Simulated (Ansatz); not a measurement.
# ZrN: the cost of one run

Program: Ansatz 0.2.0. Level of theory: DFT PBE, scalar-relativistic, plane waves, PAW, and further levels as typed in the inputs. These are calculated values, not measurements.

## (1) Starting point

It takes space group Fm-3m (No. 225, cubic). The conventional cell has a = 4.580 Å, b = 4.580 Å, c = 4.580 Å, α = 90.00°, β = 90.00°, γ = 90.00°. Zr (site symmetry m-3m) is surrounded by 6 N at 2.29 Å. Around N (site symmetry m-3m) lie 6 Zr at 2.29 Å.

Structure file:

```cif
data_structure
_symmetry_space_group_name_H-M 'P 1'
_symmetry_Int_Tables_number 1
_cell_length_a 3.2385
_cell_length_b 3.2385
_cell_length_c 3.2385
_cell_angle_alpha 60.000
_cell_angle_beta 60.000
_cell_angle_gamma 60.000
_cell_volume 24.02
loop_
_atom_site_label
_atom_site_type_symbol
_atom_site_fract_x
_atom_site_fract_y
_atom_site_fract_z
_atom_site_occupancy
Zr1 Zr 0.00000 0.00000 0.00000 1
N1 N 0.50000 0.50000 0.50000 1
```

## (2) Relaxing cell and atoms: ZrN, no spin

Input file input.yaml:

```yaml
crystal:
  lattice:
    - [0.0, 2.29, 2.29]
    - [2.29, 0.0, 2.29]
    - [2.29, 2.29, 0.0]
  atoms:
    - { symbol: Zr, position: [0.0, 0.0, 0.0] }
    - { symbol: "N", position: [0.5, 0.5, 0.5] }
scf:
  occupations: { method: gaussian, width: 0.1 }
output:
  forces: true
  stress: true
  eigenvalues: true
hamiltonian:
  xc: pbe
kpoints:
  mp_grid: { grid: [16, 16, 16] }
relax:
  f_tol: 0.005
  max_steps: 60
  cell: { stress_tol: 0.02 }
```

Run with:

```
> ansatz run input.yaml --threads 2 --pin off --max-ram 14336MiB --backend cpu --events-out ev --progress --plain --runs-dir out
```

Q: Estimate wall time and peak memory on 2 threads of Intel Xeon Platinum 8375C at 2.90GHz (Ice Lake), shared host.

About 11 s, with a peak of 0.39 GiB.
